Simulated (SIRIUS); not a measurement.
# RbBr under changes of volume

One of the cells (41.053 Å³/atom); the others are scaled copies at fixed shape and fractional positions:

```xyz
2
Lattice="0.0000 3.4497 3.4497 3.4497 0.0000 3.4497 3.4497 3.4497 0.0000" Properties=species:S:1:pos:R:3 pbc="T T T"
Rb    0.0000    0.0000    0.0000
Br    3.4497    3.4497    3.4497
```

```yaml
Program: SIRIUS 7.12.0
Functional: PBE
Potentials_or_basis: all-electron FP-LAPW
Cutoff: 167 eV
Basis: apw+lo standard
k_mesh: 7 × 7 × 7
Occupations: fermi-dirac, width 0.05 eV
Spin: no spin polarisation
```

| volume (Å³/atom) | energy over the lowest point (meV/atom) | gap on the mesh (eV) |
| --- | --- | --- |
| 37.833 | ? | ? |
| 38.638 | 22.02 | 4.48 |
| 39.443 | 14.14 | 4.42 |
| 41.053 | 4.10 | 4.32 |
| 41.858 | 1.41 | 4.27 |
| 42.663 | 0.00 | 4.22 |

**Question.** What does the run at 37.833 Å³/atom give?

**Answer.** Energy over the lowest point 31.76 meV/atom; gap on the mesh 4.53 eV.

Worked out: A Birch-Murnaghan fit of order 3 (a polynomial in V^(-2/3)) to the other rows has its minimum at 43.33 Å³/atom, just outside them, with B0 = V·E''(V) = 10.2 GPa (rough, since the energies scatter). It gives 32.21 meV/atom at 37.833 Å³/atom, against the run's 31.76. A straight line through the other rows of the gap, of slope -2.6 eV per unit of ln V (its deformation potential), extrapolates to 4.53 eV, against the run's 4.53.

Energies are extrapolated to zero smearing.

Caveats: an odd mesh through Γ misses points on the zone boundary, where band edges often lie (some runs). Spin-orbit coupling on Br, Rb is left out.
